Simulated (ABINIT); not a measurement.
A run of ABINIT 10.8.3 (patched build) is set up as follows.

run.abi

```
# Pseudopotentials
pp_dirpath "./"
pseudos "Mo.GGA_PBE-JTH.xml, Si.GGA_PBE-JTH.xml"

# Structure
acell 8.5704507594 8.5704507594 8.5704507594
rprim
    -0.3527891221     0.3527891221     0.8666485278
     0.3527891221    -0.3527891221     0.8666485278
     0.3527891221     0.3527891221    -0.8666485278
ntypat 2
znucl 42 14
natom 3
typat 1 2 2
xred
     0.0000000000     0.0000000000     0.0000000000
     0.6670000000     0.6670000000     0.0000000000
     0.3330000000     0.3330000000     0.0000000000

# Plane-wave basis
ecut 408.170794 eV
pawecutdg 30.0

# k points
kptopt 1
ngkpt 16 16 16
nshiftk 1
shiftk 0.0 0.0 0.0

# Exchange and correlation
ixc -116133

# Bands and occupations
nband 15
occopt 3
tsmear 0.05 eV

# SCF cycle
nstep 100
tolvrs 1.0e-9

# Output
iomode 3
prtwf 0
prtden 0
prteig 0
prtebands 0
enunit 1
```

Potentials or basis: JTH PAW PBE v2.0.

The run is started by

```bash
$ abinit run.abi > log 2>&1
```

Q: Estimate the band gap on the k mesh.

A: None (metal or under the smearing width).

Q: What does it give for the largest force?

A: 0.319 eV/Å.

Stress tensor (GPa, compression positive):
```
-2.04  0.00  0.00
 0.00 -2.04  0.00
 0.00  0.00 -3.27
```

Caveat: the PAW data sets were made with another functional, which shifts forces and pressure a little.
